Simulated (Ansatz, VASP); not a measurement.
# MgB2: VASP beside Ansatz

INCAR

```
PREC = Accurate
ENCUT = 520
EDIFF = 1E-8
ISMEAR = -1
SIGMA = 0.05
LREAL = False
LASPH = True
NELM = 100
ALGO = Normal
ISIF = 2
LWAVE = False
LCHARG = False
LEFG = True
NBANDS = 11
```

File KPOINTS:

```
Automatic mesh
0
Gamma
  12 12 9
```

Contents of POSCAR:

```
MgB2
1.0
    3.0850007055      0.0000000000      0.0000000000
   -1.5425003528      2.6716889817      0.0000000000
    0.0000000000      0.0000000000      3.5934600000
Mg B
1 2
Direct
    0.0000000000      0.0000000000      0.0000000000
    0.3333333333      0.6666666667      0.5000000000
    0.6666666667      0.3333333333      0.5000000000
```

Input for Ansatz:

```yaml
crystal:
  lattice:
    - [3.0850007055, 0.0, 0.0]
    - [-1.5425003528, 2.6716889817, 0.0]
    - [0.0, 0.0, 3.59346]
  atoms:
    - { symbol: Mg, position: [0.0, 0.0, 0.0] }
    - { symbol: B, position: [0.3333333333, 0.6666666667, 0.5] }
    - { symbol: B, position: [0.6666666667, 0.3333333333, 0.5] }
kpoints:
  mp_grid: { grid: [12, 12, 9] }
scf:
  occupations: { method: fermi_dirac, width: 0.05 }
hamiltonian:
  xc: lda
  pseudopotentials: { kind: paw }
output:
  forces: true
  stress: true
  eigenvalues: true
  efg: { contact_densities: true }
```

Change from the starting cell: zz strain of +2 %, PAW files.

Alike in both runs: task electric field gradients; functional LDA; k mesh 12 × 12 × 9; occupations fermi-dirac, width 0.05 eV; no spin polarisation.

```csv
,VASP,Ansatz
version,VASP 6.6.1,Ansatz 0.2.0
potentials or method,"VASP PAW LDA potentials, release 64 (Mg, B)","PAW with Ansatz's default frozen-core files, scalar-relativistic"
plane-wave cutoff (eV),520,420
valence electrons in the cell,8,16
```

```csv
,VASP,Ansatz,Ansatz less VASP
pressure (GPa),-10.0,-9.4,+0.58
largest component of the traceless stress (GPa),2.07,1.98,-0.089
Vzz of the field gradient on the site that differs most (V/Å²),-0.2,-2.7,-2.52
```

The two sets of potentials don't hold the same shells in valence.
